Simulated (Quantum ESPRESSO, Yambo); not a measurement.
# BN (Qingsongite): G0W0 with Yambo, start to end, part 3 of 3

Aim: the G0W0 gap of BN (Qingsongite) on PBE, step by step.

Quantum ESPRESSO 7.5 and Yambo 5.3.0; PBE and many-body steps on it, plane waves. Known limits of the many-body steps: not at the basis limit.

So far. Step 3 (Bands along the symmetry lines): The gap is 4.535 eV, as in the run before at this level. Step 4 (Empty states on the mesh, 8×8×8 mesh, 79 bands): On this mesh the gap is 4.535 eV.

## Step 6: Screening and self-energy, 8×8×8 mesh, 79 bands, screening to 217.7 eV

Now the one-shot GW correction: screening in the RPA, then the self-energy of the levels asked for.

This step: G0W0 on PBE, plane waves, norm-conserving pseudopotentials.

File gw3.in:

```
HF_and_locXC
gw0
dyson
ppa
em1d
rim_cut
RandQpts= 1000000
RandGvec= 1 RL
EXXRLvcs= 72 Ry
VXCRLvcs= 288 Ry
Chimod= "HARTREE"
% BndsRnXp
 1 | 79 |
%
NGsBlkXp= 16 Ry
% LongDrXp
 1 | 1 | 1 |
%
% GbndRnge
 1 | 79 |
%
DysSolver= "n"
ExtendOut
PPAPntXp= 27.21138 eV
% QPkrange
 1 | 1 | 3 | 6 |
 21 | 21 | 3 | 6 |
%
```

On the command line:

```console
$ OMP_NUM_THREADS=1 mpirun -n 4 yambo -F gw3.in -J gw3 -C gw3 > gw3.log
```

What it wrote:

```text
 Yambo, version 5.3.0

 [02] CORE Variables Setup
 =========================

  [... cell, symmetries and grids as in the set-up ...]

  [02.05] Energies & Occupations
  ==============================

  [X] === General ===
  [X] Electronic Temperature                        :  0.000000  0.000000 [eV K]
  [X] Bosonic    Temperature                        :  0.000000  0.000000 [eV K]
  [X] Finite Temperature mode                       : no
  [X] El. density                                   :  0.67737E+24 [cm-3]
  [X] Fermi Level                                   :  11.15554 [eV]

  [X] === Gaps and Widths ===
  [X] Conduction Band Min                           :  4.534823 [eV]
  [X] Valence Band Max                              :  0.000000 [eV]
  [X] Filled Bands                                  :   4
  [X] Empty Bands                                   :    5   79
  [X] Direct Gap                                    :  8.878135 [eV]
  [X] Direct Gap localized at k                     :  1
  [X] Indirect Gap                                  :  4.534823 [eV]
  [X] Indirect Gap between kpts                     :   1  21
  [X] Last valence band width                       :  6.499738 [eV]
  [X] 1st conduction band width                     :  6.083197 [eV]

 [03] Transferred momenta grid and indexing
 ==========================================

 IBZ Q-points                                      :  29
 BZ  Q-points                                      :   512

 K/Q-points units:
 rlu = crystal or reduced units; cc = cartesian coordinates; iku = interal k-units

 Q [ 1]         [rlu]:  0.000000  0.000000  0.000000
 Q [ 2]         [rlu]: -0.19961E-16 -0.19961E-16  0.12500
 Q [ 3]         [rlu]:  0.53430E-17  0.53430E-17  0.25000
 Q [ 4]         [rlu]: -0.70741E-17 -0.70741E-17  0.37500
 Q [ 5]         [rlu]: -0.10686E-16 -0.10686E-16 -0.50000
 Q [ 6]         [rlu]: -0.13995E-17  0.12500      0.12500
 Q [ 7]         [rlu]: -0.48728E-17  0.12500      0.25000
 Q [ 8]         [rlu]: -0.22413E-16  0.12500      0.37500
 Q [ 9]         [rlu]: -0.67428E-16  0.12500      0.50000
 Q [10]         [rlu]:  0.44825E-16  0.12500     -0.37500
     [... 17 further rows ...]
 Q [28]         [rlu]:  0.125000 -0.500000 -0.375000
 Q [29]         [rlu]:  0.250000 -0.500000 -0.250000

 [04] Coloumb potential Random Integration (RIM)
 ===============================================

  [04.01] RIM initialization
  ==========================

  * Diagonal components only detected *

  8 x (sBL volume)        :  0.048629 [a.u.]
  sBZ random points       :  1000000
  Points outside the sBZ  :   7987327
  RL volume               :  3.112276 [a.u.]
  Integrated volume       :  3.117214 [a.u.]

  [04.02] RIM integrals
  =====================

  Gamma point sphere radius             :  0.066209 [a.u.]
  Points outside the sphere             :   799513
  [Int_sBZ(q=0) 1/q^2]*(Vol_sBZ)^(-1/3) =:  7.764325
                                 should be <:  7.795600

  Summary of Coulomb integrals for non-metallic bands |Q|[au] RIM/Bare

  Q [1] 0.100000E-4 0.995988 * Q [2] 0.199133 1.066654
  Q [6] 0.229939 1.065697 * Q [12] 0.325183 1.027401
  Q [7] 0.381311 1.020783 * Q [3] 0.398266 1.018268
  Q [13] 0.459878 1.014976 * Q [11] 0.501141 1.012108
  Q [22] 0.514159 1.011863 * Q [8] 0.563233 1.010068
  Q [14] 0.597399 1.009284 * Q [4] 0.597399 1.009027
  Q [17] 0.650366 1.007827 * Q [23] 0.680169 1.007386
  Q [10] 0.689817 1.007083 * Q [18] 0.689817 1.007360
  Q [25] 0.727131 1.006711 * Q [9] 0.753906 1.006299
  Q [15] 0.762622 1.006243 * Q [5] 0.796532 1.005676
  Q [16] 0.821047 1.005476 * Q [19] 0.821047 1.005633
  Q [27] 0.829057 1.005405 * Q [24] 0.860353 1.005108
  Q [26] 0.883098 1.005043 * Q [21] 0.919756 1.004671
  Q [28] 0.948063 1.004468 * Q [20] 0.975549 1.004343
  Q [29] 1.028319 1.004012

 [05] Dipoles
 ============

  [05.01] Setup: observables and procedures
  =========================================

 [06] Dynamic Dielectric Matrix (PPA)
 ====================================

 [WR./gw3//ndb.pp]---------------------------------------------------------------
  Brillouin Zone Q/K grids (IBZ/BZ)                :    29   512    29   512
  RL vectors                                       :  1211 [WF]
  Coulomb cutoff potential                         : none
  Electronic Temperature                           :  0.000000 [K]
  Bosonic    Temperature                           :  0.000000 [K]
  PPA    diel. fun.  energies                      : Perdew, Burke & Ernzerhof(X)+Perdew, Burke & Ernzerhof(C)
  wavefunctions                                    : Perdew, Burke & Ernzerhof(X)+Perdew, Burke & Ernzerhof(C)
  Global Gauge                                     : length
  X matrix size                                    :   89
  X band range                                     :    1   79
  X e/h energy range                               : -1.000000 -1.000000 [eV]
  X Time ordering                                  : R
  X Hxc Kernel                                     : HARTREE
  X Drude frequency                                :  0.000000  0.000000
  X poles                                          :  100.0000 [o/o]
  RL vectors in the sum                            :  1211
  [r,Vnl] included                                 : yes
  Field direction                                  :  0.577350E-5  0.577350E-5  0.577350E-5
  BZ energy Double Grid                            : no
  BZ energy DbGd points                            : 0
  BZ Q point size factor                           : -1.000000
  X Optical Averaged directions                    : none

 [07] Local Exchange-Correlation + Non-Local Fock
 ================================================

 [VXC] Plane waves :   6615
 [EXS] Plane waves :   893

 QP @ state[ 1 ] K range:  1  1
 QP @ state[ 1 ] b range:   3   6
 QP @ state[ 2 ] K range:  21  21
 QP @ state[ 2 ] b range:   3   6

 [xc] Functional : Perdew, Burke & Ernzerhof(X)+Perdew, Burke & Ernzerhof(C)
 [xc] LIBXC used to calculate xc functional
  PP Number of Atomic Species                      :  2
  NLCC RL compoments                               :   6615
  PP Number of Atomic Species                      :  2
  NLCC RL compoments                               :   6615

 [xc] E_xc :  -3.728796 [Ha]
      E_xc :  -7.457591 [Ry]

  Local XC kind (lXC) : Perdew, Burke & Ernzerhof(X)+Perdew, Burke & Ernzerhof(C)
  Non-Local XC kind (nlXC) : Hartree-Fock

  Corrections @ K [1] :  [eV]
 <3|nlXC|3> = -22.01824 -0.98243E-17 <3|lXC|3> = -18.51949 -0.75527E-15
 <4|nlXC|4> = -22.01825  0.13320E-16 <4|lXC|4> = -18.51949  0.94408E-16
 <5|nlXC|5> = -7.186728 -0.45786E-17 <5|lXC|5> = -13.77826  0.94408E-16
 <6|nlXC|6> = -7.186783  0.73712E-18 <6|lXC|6> = -13.77826 -0.18882E-15

  Corrections @ K [21] :  [eV]
 <3|nlXC|3> = -21.61563  0.15629E-16 <3|lXC|3> = -16.49614 -0.94408E-16
 <4|nlXC|4> = -21.61563  0.69161E-17 <4|lXC|4> = -16.49614 -0.18882E-15
 <5|nlXC|5> = -7.432430  0.25398E-17 <5|lXC|5> = -12.56992  0.13313E-15
 <6|nlXC|6> = -6.805022  0.99242E-18 <6|lXC|6> = -12.69598 -0.94408E-16

 [08] Dyson equation: Newton solver
 ==================================

  [08.01] G0W0 (W PPA)
  ====================

  [  GW  ] Bands range     :    1   79
  [GW/PPA] G damping       :  0.100000 [eV]

  QP @ state[ 1 ] K range:  1  1
  QP @ state[ 1 ] b range:   3   6
  QP @ state[ 2 ] K range:  21  21
  QP @ state[ 2 ] b range:   3   6

   Sc/G bands                                       :    1   79
   Sc/G damping                                     :  0.100000 ev
   Sc bands terminator                              : no
   Sx RL components                                 :   893

   QP @ state[ 1 ] K range                          :  1  1
   QP @ state[ 1 ] b range                          :   3   6
   QP @ state[ 2 ] K range                          :  21  21
   QP @ state[ 2 ] b range                          :   3   6
   GF energies kind                                 : Perdew, Burke & Ernzerhof(X)+Perdew, Burke & Ernzerhof(C)
   GF WF`s kind                                     : Perdew, Burke & Ernzerhof(X)+Perdew, Burke & Ernzerhof(C)
   Xs energies kind                                 : Perdew, Burke & Ernzerhof(X)+Perdew, Burke & Ernzerhof(C)
   Xs WF`s kind                                     : Perdew, Burke & Ernzerhof(X)+Perdew, Burke & Ernzerhof(C)

 [11] Game Over & Game summary
```

Run time: 91 s. Hardware: 4 MPI ranks of Arm Neoverse V1, shared host; peak memory 1.2 GiB.

Numbers from this step:

* G0W0 gap on the points computed: 5.993 eV
* starting gap on the mesh: 4.535 eV
* k of the valence top: 0, 0, 0
* k of the conduction bottom: 0, -0.5, -0.5
* least direct G0W0 gap on the computed points: 10.91 eV
* Z at the valence top: 0.8273
* Z at the conduction bottom: 0.8538

The gap on the mesh goes from 4.53 eV to 5.99 eV, a correction of +1.46 eV.

Limits: finite bands, cutoff and mesh. v1 is the top filled band, c1 the lowest empty one. Levels before and after the correction, in eV, zero at the valence-band top of each column:

```csv
,conduction bottom,valence top
Kohn-Sham,4.53,0.00
G0W0,5.99,0.00
```

```
                         level  energy (eV)
Kohn-Sham              Γ v2-v1        0.000
Kohn-Sham              Γ c1-c2        8.878
Kohn-Sham  (0 -0.5 -0.5) v2-v1       -4.907
Kohn-Sham     (0 -0.5 -0.5) c1        4.535
Kohn-Sham     (0 -0.5 -0.5) c2        9.342
     G0W0              Γ v2-v1        0.000
     G0W0              Γ c1-c2       10.906
     G0W0  (0 -0.5 -0.5) v2-v1       -5.387
     G0W0     (0 -0.5 -0.5) c1        5.993
     G0W0     (0 -0.5 -0.5) c2       10.921
```

## Step 7: Where the time went

Times are wall times on the hardware named with each run, good to a factor of about two.

```
                          step   time  share  memory (GiB)
                  ground state  2.4 s    2 %          0.17
bands along the symmetry lines  1.4 s    1 %          0.05
      empty states on the mesh  4.5 s    4 %          0.19
         conversion and set-up    2 s    2 %          0.23
     screening and self-energy   91 s   90 %           1.2
```

## Step 8: Summary of results

```json
{"PBE gap": "4.53 eV, indirect", "G0W0 gap on the mesh": "5.99 eV", "GW settings": "8×8×8 mesh, 79 bands, screening to 217.7 eV, Godby-Needs plasmon pole", "known limits": "not at the basis limit"}
```

In words: G0W0 moves the gap on the mesh from 4.53 eV to 5.99 eV (+1.46 eV), with Z of 0.83 and 0.85 at the edges. Only 2 of the mesh's irreducible points were corrected, so a valley elsewhere could overtake. The dearest step here is «screening and self-energy». Bands and cutoff are finite, so the gap is not at the basis limit. The miss can reach some tenths of an eV and take either sign; the mesh is an error of its own. In the G0W0 run levels were corrected at 2 k points alone, so a gap called «on the mesh» is the least over those, and an edge elsewhere would be missed.

[Paths, hosts, dates, memory and timing lines, banners, echoed tables and standing remarks are left out of the program output.]

[Logs are printed without paths, hosts, clocks, repeated set-up lines and the standing remarks that a program may print on its own settings, such as how far it seeks lower states.]

[Runs of the session that timed out or met a known fault of the program may be left out.]

[Hosts, paths, dates, database ids (printed as entryN), source tags and the programs' standing remarks are cut or masked in the printed files.]
